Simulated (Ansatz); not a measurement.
# Si: the cost of one run

Program: Ansatz 0.2.0. Level of theory: DFT PBE, scalar-relativistic, plane waves, PAW. These are calculated values, not measurements.

## (1) Starting point

The structure is hexagonal, space group P6/mmm (No. 191). The conventional cell has a = 4.122 Å, b = 4.122 Å, c = 2.651 Å, α = 90.00°, β = 90.00°, γ = 120.00°. Si (site symmetry -6m2) is surrounded by 5 Si at 2.38 to 2.65 Å.

As a file:

```
Si
1.0
     4.12236    0.00000    0.00000
    -2.06118    3.57007    0.00000
     0.00000    0.00000    2.65114
Si
2
Cartesian
  2.0612 1.1900 -0.0001
  0.0000 2.3800 2.6512
```

It is the end of an earlier relaxation with the same method, from a generated guess; it needn't be the stable form of this composition. At a tolerance of 0.05 Å it has space group P6/mmm (No. 191); it has 19.51 Å³/atom, an uncorrected energy of +0.38 eV/atom over the standard state.

## (2) Static run: bands, density of states and charges

The input, input.yaml:

```yaml
crystal:
  lattice:
    - [4.1223622925, 0.0, 0.0]
    - [-2.0611811462, 3.5700704689, 0.0]
    - [0.0, 0.0, 2.6511372754]
  atoms:
    - { symbol: Si, position: [0.6666666667, 0.3333333333, -2.26745e-05] }
    - { symbol: Si, position: [0.3333333333, 0.6666666667, 1.0000226745] }
basis:
  ecutwfc: 420
kpoints:
  mp_grid: { grid: [18, 18, 20] }
  band_path:
    path:
      - [[0.0, 0.0, 0.0], [0.5, 0.0, 0.0], [0.33333333, 0.33333333, 0.0], [0.0, 0.0, 0.0], [0.0, 0.0, 0.5], [0.5, 0.0, 0.5], [0.33333333, 0.33333333, 0.5], [0.0, 0.0, 0.5]]
      - [[0.5, 0.0, 0.5], [0.5, 0.0, 0.0]]
      - [[0.33333333, 0.33333333, 0.5], [0.33333333, 0.33333333, 0.0]]
    npoints: 14
hamiltonian:
  xc: pbe
scf:
  occupations: { method: gaussian, width: 0.1 }
  n_extra_bands: 6
output:
  forces: true
  stress: true
  eigenvalues: true
  populations: true
  dos: { projected: true, de: 0.02, nscf_kmesh: { grid: [22, 22, 24] } }
  bader: true
  write_density: true
  write_potential: true
  elf: true
  volumetric_format: npy
```

Started as:

```bash
$ ansatz run input.yaml --threads 1 --pin off --max-ram 2560MiB --backend cpu --events-out ev --progress --plain --runs-dir out
```

What time and memory should one allow on 1 thread of Intel Xeon at 2.50GHz (Skylake/Cascade Lake), shared host?

About 90 s, with a peak of 0.59 GiB.
